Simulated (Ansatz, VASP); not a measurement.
## One calculation of BaO3, two programs

```
Ba O
1.0
     0.00000    3.17215    3.17215
     3.17215    0.00000    3.17215
     3.17215    3.17215    0.00000
Ba O
1 3
Direct
  0.50000 0.50000 0.50000
  0.25000 0.25000 0.25000
  0.75000 0.75000 0.75000
  0.00000 0.00000 0.00000
```

Alike in both runs: task single point; functional PBE; k mesh 6 × 6 × 6; occupations gaussian, width 0.1 eV; collinear spin.

|  | VASP | Ansatz |
| --- | --- | --- |
| version | VASP 6.6.1 | Ansatz 0.2.0 |
| potentials or method | VASP PAW PBE potentials, release 64 (Ba_sv, O) | scalar-relativistic, plane waves, PAW |
| plane-wave cutoff (eV) | 520 | 420 |
| valence electrons in the cell | 28 | 28 |

VASP gave:

```
gap on the k mesh at the Fermi level (eV)                     : none
pressure (GPa)                                                : -0.1
net moment per atom (μB)                                      : 1.00
size of the moment on the site where the two differ most (μB) : 1.31
```

Question: What did Ansatz give for the same quantities?

Answer: gap on the k mesh at the Fermi level (eV): none; pressure (GPa): -1.1; net moment per atom (μB): 1.00; size of the moment on the site where the two differ most (μB): 1.55.

Site moments also hang on the region over which each program counts them. A gap of «none» marks a metal or a gap that the smearing closes. With one functional, cell and mesh, what is left measures potentials, basis and numerics.

The runs have no spin-orbit coupling, so splittings on Ba are missing.
